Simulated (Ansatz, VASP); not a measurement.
**Two plane-wave programs on ScAl3**

```
CELL_PARAMETERS angstrom
4.15115 0.00000 0.00000
0.00000 4.15115 0.00000
0.00000 0.00000 4.15115
ATOMIC_POSITIONS crystal
Sc 0.00000 0.00000 0.00000
Al 0.50000 0.00000 0.50000
Al 0.00000 0.50000 0.50000
Al 0.50000 0.50000 0.00000
```

Alike in both runs: task single point; functional PBEsol; k mesh 10 × 10 × 10; occupations gaussian, width 0.1 eV; no spin polarisation.

```csv
,VASP,Ansatz
version,VASP 6.6.1,Ansatz 0.2.0
potentials or method,"VASP PAW PBE potentials, release 64 (Sc_sv, Al)","scalar-relativistic, plane waves, PAW"
plane-wave cutoff (eV),520,420
valence electrons in the cell,20,20
```

|  | VASP | Ansatz | Ansatz less VASP |
| --- | --- | --- | --- |
| gap on the k mesh at the Fermi level (eV) | none | none | - |
| pressure (GPa) | -4.7 | -4.7 | -0.08 |

A gap of «none» marks a metal or a gap that the smearing closes. The functional is the same, so the differences come from potentials, cutoffs and numerics.

Caveats: the PAW data sets were made with another functional, which shifts forces and pressure a little (VASP).
